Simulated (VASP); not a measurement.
# PbSe in VASP: one cell, several levels of theory

PbSe (zincblende), under -0.7 % biaxial strain in x and y, z held is computed at one geometry. Runs: PBE, r2SCAN. The results are then set beside those of Ansatz 0.2.0 for the same cell. This is a trial cell built on a prototype, not taken from a measured structure, and it needn't be the compound's ground state.

Code: VASP 6.6.1. PAW datasets, plane waves. Values at 0 K without nuclear motion; spin polarisation is off, and the phase may be a hypothetical one.

## 1. Starting point

The cell comes from an earlier relaxation with r2SCAN in another program, then strained, with the atoms relaxed again.

It is tetragonal, I-4m2 (No. 119); conventional cell a = 4.807 Å, c = 6.846 Å, 39.55 Å³ an atom. Near Pb stand 4 Se at 2.95 Å; near Se stand 4 Pb at 2.95 Å.

The structure in full:

```xyz
2
Lattice="0.0000 3.3989 3.4232 3.3989 0.0000 3.4232 3.3989 3.3989 0.0000" Properties=species:S:1:pos:R:3 pbc="T T T"
Pb    0.0000    0.0000    0.0000
Se    1.6994    1.6994    1.7116
```

## 2. PBE at this geometry

INCAR

```
ENCUT = 520.000000
SIGMA = 0.020000
EDIFF = 1.00e-07
GGA = PE
PREC = Accurate
IBRION = -1
ISIF = 2
ISMEAR = -1
NBANDS = 17
NELM = 120
NSW = 0
LASPH = .TRUE.
LCHARG = .FALSE.
LWAVE = .FALSE.
LREAL = .FALSE.
```

KPOINTS

```
KPOINTS created by Atomic Simulation Environment
0
Gamma
6 6 6
0 0 0
```

KPOINTS_OPT

```
special points
8
Reciprocal
0.0000000000 0.0000000000 0.0000000000 1
-0.5000000000 -0.5000000000 0.0000000000 1
-0.3750000000 -0.3750000000 0.2500000000 1
-0.3750000000 0.0000000000 0.3750000000 1
0.0000000000 0.0000000000 0.5000000000 1
-0.5000000000 -0.2500000000 0.2500000000 1
0.2526040000 -0.5000000000 -0.2473960000 1
0.0000000000 0.5000000000 0.5000000000 1
```

POSCAR

```
Pb Se
 1.0000000000000000
     0.0000000000000000    3.3988993896999999    3.4232041391000001
     3.3988993896999999    0.0000000000000000    3.4232041391000001
     3.3988993896999999    3.3988993896999999    0.0000000000000000
 Pb  Se
   1   1
Cartesian
  0.0000000000000000  0.0000000000000000  0.0000000000000000
  1.6994496948500000  1.6994496948500000  1.7116020695500000
```

Potentials: the recommended PBE PAW datasets, 20 valence electrons in the neutral cell.

Started as:

```console
$ mpirun -np 1 vasp_std
```

Standard output, without the iteration lines:

```text
POSCAR found type information on POSCAR PbSe
 POSCAR found :  2 types and       2 ions
 LDA part: xc-table for (Slater+PW92), standard interpolation
 POSCAR, INCAR and KPOINTS ok, starting setup
 FFT: planning ... GRIDC
 FFT: planning ... GRID_SOFT
 FFT: planning ... GRID
 WAVECAR not read
 entering main loop
 Start KPOINTS_OPT (optional k-point list driver)
k-point batch [1-8\8]
```

OSZICAR:

```text
N       E                     dE             d eps       ncg     rms          rms(c)
DAV:   1     0.164710588133E+03    0.16471E+03   -0.91462E+03  1020   0.109E+03
DAV:   2     0.545929941889E+01   -0.15925E+03   -0.15391E+03  1080   0.291E+02
DAV:   3    -0.791826615691E+01   -0.13378E+02   -0.13305E+02  1304   0.919E+01
DAV:   4    -0.825616234236E+01   -0.33790E+00   -0.33770E+00  1234   0.188E+01
DAV:   5    -0.826868734094E+01   -0.12525E-01   -0.12525E-01  1409   0.332E+00    0.307E+00
DAV:   6    -0.782747631486E+01    0.44121E+00   -0.11677E+00  1529   0.641E+00    0.176E+00
DAV:   7    -0.782123530225E+01    0.62410E-02   -0.16320E-01  1101   0.174E+00    0.910E-01
DAV:   8    -0.782659368542E+01   -0.53584E-02   -0.17885E-02  1195   0.143E+00    0.129E-01
DAV:   9    -0.782679179579E+01   -0.19811E-03   -0.52357E-03  1348   0.569E-01    0.103E-01
DAV:  10    -0.782716754670E+01   -0.37575E-03   -0.62789E-04  1074   0.179E-01    0.365E-02
DAV:  11    -0.782727514740E+01   -0.10760E-03   -0.21247E-04  1226   0.108E-01    0.194E-02
DAV:  12    -0.782729009483E+01   -0.14947E-04   -0.38211E-05  1192   0.532E-02    0.518E-03
DAV:  13    -0.782729135404E+01   -0.12592E-05   -0.17529E-06  1179   0.120E-02    0.305E-03
DAV:  14    -0.782729176782E+01   -0.41378E-06   -0.11000E-06  1145   0.771E-03    0.257E-04
DAV:  15    -0.782729176430E+01    0.35166E-08   -0.59563E-08  1049   0.144E-03
   1 F= -.78272918E+01 E0= -.78272918E+01  d E =-.721567E-09
       N       E                     dE             ncg
DAV:   1     0.695335661662E+03   -0.44766E+04      272
DAV:   2    -0.502766976516E+03   -0.11981E+04      290
DAV:   3    -0.603586243205E+03   -0.10082E+03      368
DAV:   4    -0.606286383294E+03   -0.27001E+01      334
DAV:   5    -0.606383865907E+03   -0.97483E-01      363
DAV:   6    -0.606388563805E+03   -0.46979E-02      405
DAV:   7    -0.606388596489E+03   -0.32685E-04      390
DAV:   8    -0.606388597304E+03   -0.81522E-06      394
DAV:   9    -0.606388597311E+03   -0.70393E-08      284
```

The lines after F= are the extra pass for the points of KPOINTS_OPT, at fixed density; their E is not a total energy.

From OUTCAR:

```text
k-points           NKPTS =     30   k-points in BZ     NKDIM =     30   number of bands    NBANDS=     17

   NELECT =      20.0000    total number of electrons

   dimension x,y,z NGX =    36 NGY =   36 NGZ =   36
   dimension x,y,z NGXF=    72 NGYF=   72 NGZF=   72

  energy-cutoff  :      520.00
  volume of cell :       79.09
      direct lattice vectors                 reciprocal lattice vectors
     0.000000000  3.398899390  3.423204139    -0.147106443  0.147106443  0.146061987
     3.398899390  0.000000000  3.423204139     0.147106443 -0.147106443  0.146061987
     3.398899390  3.398899390  0.000000000     0.147106443  0.147106443 -0.146061987

 k-points in reciprocal lattice and weights: KPOINTS created by Atomic Simulation Env
   0.00000000  0.00000000  0.00000000       0.005
   0.16666667  0.00000000  0.00000000       0.037
   0.33333333 -0.00000000  0.00000000       0.037
   0.50000000  0.00000000  0.00000000       0.019
   0.16666667  0.16666667  0.00000000       0.009
   0.33333333  0.16666667  0.00000000       0.037
   0.50000000  0.16666667  0.00000000       0.037
  -0.33333333  0.16666667  0.00000000       0.037
[... 22 more k-points ...]

 E-fermi :   2.7253

 k-point     1 :       0.0000    0.0000    0.0000
  band No.  band energies     occupation
      1     -14.3436      2.00000
      2     -14.3418      2.00000
      3     -14.3418      2.00000
      4     -14.3100      2.00000
      5     -14.3085      2.00000
      6     -10.4036      2.00000
      7      -3.8906      2.00000
      8       0.7842      2.00000
      9       0.8109      2.00000
     10       0.8109      2.00000
     11       4.5657      0.00000
     12       4.5657      0.00000
     13       4.5860      0.00000
     14       7.1831      0.00000
     15      10.6460      0.00000
     16      10.7376      0.00000
     17      11.4382      0.00000

 k-point     2 :       0.1667    0.0000    0.0000
  band No.  band energies     occupation
      1     -14.3496      2.00000
      2     -14.3405      2.00000
      3     -14.3394      2.00000
      4     -14.3099      2.00000
      5     -14.3083      2.00000
      6     -10.2710      2.00000
      7      -4.2960      2.00000
      8       0.6326      2.00000
      9       0.6540      2.00000
     10       0.7951      2.00000
     11       4.5275      0.00000
     12       4.8287      0.00000
     13       4.8398      0.00000
     14       8.2665      0.00000
     15       9.9446      0.00000
     16       9.9994      0.00000
     17      10.8994      0.00000

 k-point     3 :       0.3333   -0.0000    0.0000
  band No.  band energies     occupation
      1     -14.3636      2.00000
      2     -14.3364      2.00000
      3     -14.3354      2.00000
      4     -14.3087      2.00000
      5     -14.3070      2.00000
      6      -9.9665      2.00000
      7      -5.0653      2.00000
      8       0.3633      2.00000
      9       0.3898      2.00000
     10       0.5727      2.00000
     11       5.2169      0.00000
     12       5.2238      0.00000
     13       5.3548      0.00000
     14       8.9566      0.00000
     15      10.0652      0.00000
     16      10.0772      0.00000
     17      11.3153      0.00000

 k-point     4 :       0.5000    0.0000    0.0000
  band No.  band energies     occupation
      1     -14.3706      2.00000
      2     -14.3348      2.00000
      3     -14.3339      2.00000
      4     -14.3075      2.00000
      5     -14.3058      2.00000
      6      -9.7864      2.00000
      7      -5.4501      2.00000
      8       0.2463      2.00000
      9       0.2752      2.00000
     10       0.4266      2.00000
     11       5.3377      0.00000
     12       5.3495      0.00000
     13       6.1557      0.00000
     14       8.9938      0.00000
     15      10.4169      0.00000
     16      10.8505      0.00000
     17      10.8671      0.00000

[... the tables of k-points 5 to 30 left out ...]

  Total        0.6121303      0.6121303      0.6067282      0.0000000      0.0000000     -0.0000000
  in kB       12.3998097     12.3998097     12.2903819      0.0000000      0.0000000     -0.0000000
  external PRESSURE =      12.3633338 kB  Pullay stress =       0.0000000 kB

 POSITION                                       TOTAL-FORCE (eV/Angst)
 -----------------------------------------------------------------------------------
      0.00000      0.00000      0.00000        -0.000000     -0.000000     -0.000000
      1.69945      1.69945      1.71160         0.000000      0.000000      0.000000
 -----------------------------------------------------------------------------------
    total drift:                                0.000000      0.000000      0.000000

  FREE ENERGIE OF THE ION-ELECTRON SYSTEM (eV)
  ---------------------------------------------------
  free  energy   TOTEN  =        -7.8272917643 eV

  energy  without entropy=       -7.8272917636  energy(sigma->0) =       -7.82729176
```

Hardware: 1 MPI rank of Intel Xeon 6975P-C, shared host.

The levels at the points of KPOINTS_OPT are read from vasprun.xml.

Levels at the named points, in eV from the top of band v (v: the last filled band by count, c: the next):

```
point    v−1      v     c   c+1
    Γ  -1.68  -1.68  2.07  2.07
    X  -2.93  -0.54  0.59  4.88
    U  -2.72  -0.40  1.66  3.94
    K  -2.74  -0.42  1.64  3.95
    L  -2.22  -2.07  2.84  2.85
    W  -3.15   0.00  2.17  2.73
```

The PBE gap is 0.57 eV and indirect ((0.25, -0.50, -0.25) to (0.00, 0.50, 0.50)), with 1.13 eV as the least direct one. The pressure is 1.24 GPa; the forces vanish within 0.01 eV/Å.

## 3. r2SCAN

INCAR

```
ENCUT = 520.000000
SIGMA = 0.010000
EDIFF = 1.00e-07
ALGO = Normal
METAGGA = R2SCAN
PREC = Accurate
IBRION = -1
ISIF = 2
ISMEAR = 0
NBANDS = 17
NELM = 120
NSW = 0
LASPH = .TRUE.
LCHARG = .FALSE.
LWAVE = .FALSE.
LREAL = .FALSE.
```

KPOINTS is that of step 2.

KPOINTS_OPT is that of step 2.

POSCAR is that of step 2.

Started as:

```console
$ mpirun -np 1 vasp_std
```

Printed to the terminal (iteration lines stand in OSZICAR):

```text
POSCAR found type information on POSCAR PbSe
 POSCAR found :  2 types and       2 ions
 -----------------------------------------------------------------------------
|                                                                             |
|                                                                             |
|     You enforced a specific xc type in the INCAR file but a different       |
|     I HOPE YOU KNOW WHAT YOU ARE DOING!                                     |
|                                                                             |
 -----------------------------------------------------------------------------

 LDA part: xc-table for (None), standard interpolation
 POSCAR, INCAR and KPOINTS ok, starting setup
 FFT: planning ... GRIDC
 FFT: planning ... GRID_SOFT
 FFT: planning ... GRID
 WAVECAR not read
 entering main loop
 Start KPOINTS_OPT (optional k-point list driver)
k-point batch [1-8\8]
```

OSZICAR:

```text
N       E                     dE             d eps       ncg     rms          rms(c)
DAV:   1     0.101294964870E+03    0.10129E+03   -0.92829E+03  1020   0.111E+03
DAV:   2    -0.625056402180E+02   -0.16380E+03   -0.15822E+03  1073   0.298E+02
DAV:   3    -0.760839336365E+02   -0.13578E+02   -0.13504E+02  1304   0.931E+01
DAV:   4    -0.764237744482E+02   -0.33984E+00   -0.33964E+00  1243   0.189E+01
DAV:   5    -0.764366513478E+02   -0.12877E-01   -0.12877E-01  1442   0.336E+00    0.325E+00
DAV:   6    -0.714410956826E+02    0.49956E+01   -0.21656E+00  1259   0.239E+01    0.224E+00
DAV:   7    -0.714303248566E+02    0.10771E-01   -0.31483E-01  1193   0.436E+00    0.116E+00
DAV:   8    -0.714416601131E+02   -0.11335E-01   -0.17796E-02  1221   0.160E+00    0.541E-01
DAV:   9    -0.714464217909E+02   -0.47617E-02   -0.10595E-02  1114   0.108E+00    0.200E-01
DAV:  10    -0.714462143706E+02    0.20742E-03   -0.11322E-03  1334   0.500E-01    0.459E-02
DAV:  11    -0.714464359531E+02   -0.22158E-03   -0.42112E-04  1130   0.186E-01    0.420E-02
DAV:  12    -0.714463953419E+02    0.40611E-04   -0.12116E-04  1258   0.148E-01    0.823E-03
DAV:  13    -0.714463964142E+02   -0.10723E-05   -0.13374E-05  1409   0.319E-02    0.435E-03
DAV:  14    -0.714463960413E+02    0.37293E-06   -0.16221E-06  1363   0.152E-02    0.263E-03
DAV:  15    -0.714463961396E+02   -0.98323E-07   -0.55270E-07  1198   0.112E-02
   1 F= -.71446396E+02 E0= -.71446396E+02  d E =-.260273E-58
       N       E                     dE             ncg
DAV:   1     0.642970134069E+03   -0.45289E+04      272
DAV:   2    -0.594344742065E+03   -0.12373E+04      290
DAV:   3    -0.698397917301E+03   -0.10405E+03      368
DAV:   4    -0.701102113221E+03   -0.27042E+01      326
DAV:   5    -0.701204805249E+03   -0.10269E+00      364
DAV:   6    -0.701209959937E+03   -0.51547E-02      397
DAV:   7    -0.701209996883E+03   -0.36946E-04      387
DAV:   8    -0.701209997811E+03   -0.92787E-06      404
DAV:   9    -0.701209997818E+03   -0.67023E-08      292
```

From OUTCAR:

```text
k-points           NKPTS =     30   k-points in BZ     NKDIM =     30   number of bands    NBANDS=     17

   NELECT =      20.0000    total number of electrons

   dimension x,y,z NGX =    36 NGY =   36 NGZ =   36
   dimension x,y,z NGXF=    72 NGYF=   72 NGZF=   72

  energy-cutoff  :      520.00
  volume of cell :       79.09
      direct lattice vectors                 reciprocal lattice vectors
     0.000000000  3.398899390  3.423204139    -0.147106443  0.147106443  0.146061987
     3.398899390  0.000000000  3.423204139     0.147106443 -0.147106443  0.146061987
     3.398899390  3.398899390  0.000000000     0.147106443  0.147106443 -0.146061987

 k-points in reciprocal lattice and weights: KPOINTS created by Atomic Simulation Env
   0.00000000  0.00000000  0.00000000       0.005
   0.16666667  0.00000000  0.00000000       0.037
   0.33333333 -0.00000000  0.00000000       0.037
   0.50000000  0.00000000  0.00000000       0.019
   0.16666667  0.16666667  0.00000000       0.009
   0.33333333  0.16666667  0.00000000       0.037
   0.50000000  0.16666667  0.00000000       0.037
  -0.33333333  0.16666667  0.00000000       0.037
[... 22 more k-points ...]

 E-fermi :   2.2750

 k-point     1 :       0.0000    0.0000    0.0000
  band No.  band energies     occupation
      1     -15.1386      2.00000
      2     -15.1369      2.00000
      3     -15.1369      2.00000
      4     -15.0995      2.00000
      5     -15.0981      2.00000
      6     -11.1278      2.00000
      7      -4.1535      2.00000
      8       0.4766      2.00000
      9       0.5036      2.00000
     10       0.5036      2.00000
     11       4.6105      0.00000
     12       4.6105      0.00000
     13       4.6329      0.00000
     14       7.1356      0.00000
     15      10.9511      0.00000
     16      11.0460      0.00000
     17      11.6205      0.00000

 k-point     2 :       0.1667    0.0000    0.0000
  band No.  band energies     occupation
      1     -15.1456      2.00000
      2     -15.1353      2.00000
      3     -15.1343      2.00000
      4     -15.0994      2.00000
      5     -15.0979      2.00000
      6     -10.9881      2.00000
      7      -4.6032      2.00000
      8       0.3247      2.00000
      9       0.3463      2.00000
     10       0.5255      2.00000
     11       4.5372      0.00000
     12       4.8793      0.00000
     13       4.8915      0.00000
     14       8.2729      0.00000
     15      10.1629      0.00000
     16      10.2188      0.00000
     17      10.9684      0.00000

 k-point     3 :       0.3333   -0.0000    0.0000
  band No.  band energies     occupation
      1     -15.1614      2.00000
      2     -15.1308      2.00000
      3     -15.1298      2.00000
      4     -15.0982      2.00000
      5     -15.0966      2.00000
      6     -10.6675      2.00000
      7      -5.4421      2.00000
      8       0.0518      2.00000
      9       0.0787      2.00000
     10       0.3456      2.00000
     11       5.2742      0.00000
     12       5.2827      0.00000
     13       5.3783      0.00000
     14       8.9543      0.00000
     15      10.2867      0.00000
     16      10.2977      0.00000
     17      11.4057      0.00000

 k-point     4 :       0.5000    0.0000    0.0000
  band No.  band energies     occupation
      1     -15.1692      2.00000
      2     -15.1289      2.00000
      3     -15.1280      2.00000
      4     -15.0972      2.00000
      5     -15.0955      2.00000
      6     -10.4780      2.00000
      7      -5.8571      2.00000
      8      -0.0676      2.00000
      9      -0.0382      2.00000
     10       0.2097      2.00000
     11       5.3976      0.00000
     12       5.4096      0.00000
     13       6.2061      0.00000
     14       8.9993      0.00000
     15      10.5296      0.00000
     16      11.1037      0.00000
     17      11.1228      0.00000

[... the tables of k-points 5 to 30 left out ...]

  Total        0.2460224      0.2460224      0.2422533      0.0000000     -0.0000000      0.0000000
  in kB        4.9836310      4.9836310      4.9072796      0.0000000     -0.0000000      0.0000000
  external PRESSURE =       4.9581805 kB  Pullay stress =       0.0000000 kB

 POSITION                                       TOTAL-FORCE (eV/Angst)
 -----------------------------------------------------------------------------------
      0.00000      0.00000      0.00000        -0.000000     -0.000000      0.000000
      1.69945      1.69945      1.71160         0.000000      0.000000     -0.000000
 -----------------------------------------------------------------------------------
    total drift:                               -0.000000     -0.000000     -0.000000

  FREE ENERGIE OF THE ION-ELECTRON SYSTEM (eV)
  ---------------------------------------------------
  free  energy   TOTEN  =       -71.4463961396 eV

  energy  without entropy=      -71.4463961396  energy(sigma->0) =      -71.44639614
```

Hardware: 1 MPI rank of Intel Xeon 6975P-C, shared host.

The levels at the points of KPOINTS_OPT are read from vasprun.xml.

Levels at the named points, in eV from the top of band v (v: the last filled band by count, c: the next):

```
point    v−1      v     c   c+1
    Γ  -1.79  -1.79  2.31  2.31
    X  -3.06  -0.55  0.76  5.23
    U  -2.84  -0.39  1.86  4.24
    K  -2.87  -0.41  1.83  4.24
    L  -2.33  -2.09  3.10  3.11
    W  -3.28   0.00  2.48  2.89
```

The r2SCAN gap is 0.74 eV and indirect ((0.25, -0.50, -0.25) to (0.00, 0.50, 0.50)), with 1.31 eV as the least direct one. The pressure is 0.50 GPa; the forces vanish within 0.01 eV/Å.

## 4. Results

```
 level  gap (eV)  pressure (GPa)  Ansatz: gap (eV)  Ansatz: pressure (GPa)
   PBE      0.57            1.24              0.57                    1.25
r2SCAN      0.74            0.50              0.74                    0.49
```

**Reading.** The gap spans 0.57 eV (PBE) to 0.74 eV (r2SCAN). Spin-orbit coupling is left out, though the cell holds Pb (Z = 82); in an element this heavy it can shift bands and gaps by tenths of an eV. At this one volume the pressure spans 0.5 GPa (r2SCAN) to 1.2 GPa (PBE): PBE wants the largest cell and r2SCAN the smallest. The two programs agree on the gap within 0.01 eV, far less than the spread between functionals. Each program uses its own PAW datasets and cutoff. VASP's cell holds 20 valence electrons and Ansatz's 30.
